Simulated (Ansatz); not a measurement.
BeO:
Space group P6₃mc (No. 186); a = b = 2.6904 Å, c = 4.3699 Å, α = β = 90.00°, γ = 120.00°

| atom | site | symmetry | x | y | z |
|---|---|---|---|---|---|
| Be | 2b | 3m. | 0.6667 | 0.3333 | 0.0001 |
| O | 2b | 3m. | 0.6667 | 0.3333 | 0.3779 |

Relaxed with r²SCAN.

Q: Tabulate the valence density and the electron localisation function along the shortest Be–O contact (1.64 Å), r²SCAN in the plane-wave PAW code Ansatz.

A: 

```csv
distance from Be (Å),density (e/Å³),ELF
0.16,0.08,0.00
0.25,0.12,0.00
0.33,0.18,0.03
0.41,0.25,0.17
0.49,0.34,0.41
0.57,0.44,0.66
0.66,0.56,0.79
0.74,0.73,0.84
0.82,0.95,0.87
0.90,1.27,0.88
0.99,1.74,0.87
1.07,2.44,0.86
1.15,3.40,0.82
1.23,4.51,0.76
1.31,5.61,0.65
1.40,6.53,0.49
1.48,7.16,0.33
```

The density is the valence pseudo-density with augmentation charge, so density and ELF within about 1 Å of a nucleus are not all-electron values.

Space group P6_3mc (wurtzite). Symmetry was held in the r²SCAN relaxation; phonons on a q-mesh show no instability.

Potentials: the later of the program's two PAW sets.
